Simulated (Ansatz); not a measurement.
Runs of Ansatz 0.2.0 on CrCuO2. The structure is trigonal, space group R-3m (No. 166). Conventional cell: a = 2.973 Å, b = 2.973 Å, c = 17.100 Å, α = 90.00°, β = 90.00°, γ = 120.00°. Cu (site symmetry -3m) has 2 O at 1.85 Å as nearest neighbours. Cr (site symmetry -3m) is surrounded by 6 O at 1.99 Å. O (site symmetry 3m) is surrounded by 1 Cu at 1.85 Å and 3 Cr at 1.99 Å. 

```csv
task,level,cell,points for each segment of the path,gap on the mesh (eV),pressure (GPa),moment (μB),relaxed volume (Å³/atom)
relaxation of cell and atoms,PBE,relaxed,-,1.09,0.0,3.00,(c)
relaxation of cell and atoms,PBE+D4,relaxed,-,1.11,0.0,3.00,(a)
relaxation of cell and atoms,RPBE,relaxed,-,1.09,0.0,3.00,(b)
band structure,BLYP,as given,14,1.08,10.3,3.00,-
relaxation of cell and atoms,RPBE+D3(BJ),relaxed,-,0.93,0.0,3.00,10.26
```

Alike in all rows: potentials or basis Ansatz PAW; spin collinear, ferromagnetic start; k mesh 10 × 10 × 10; cutoff (eV) 420; smearing fermi-dirac 0.05 eV.

Task: Estimate the missing entries.

Result: (a) 10.89; (b) 11.57; (c) 11.21.

Caveats: only a ferromagnetic start was run, and an antiferromagnetic order may lie lower in energy; the plane-wave basis is chosen anew once the cell has moved, so the energies of steps on either side of that aren't comparable (some runs); the PAW data sets come from PBE, with cores solved anew for the run's functional, which leaves a small shift of forces and pressure (some runs).

A k mesh can miss the band edges.
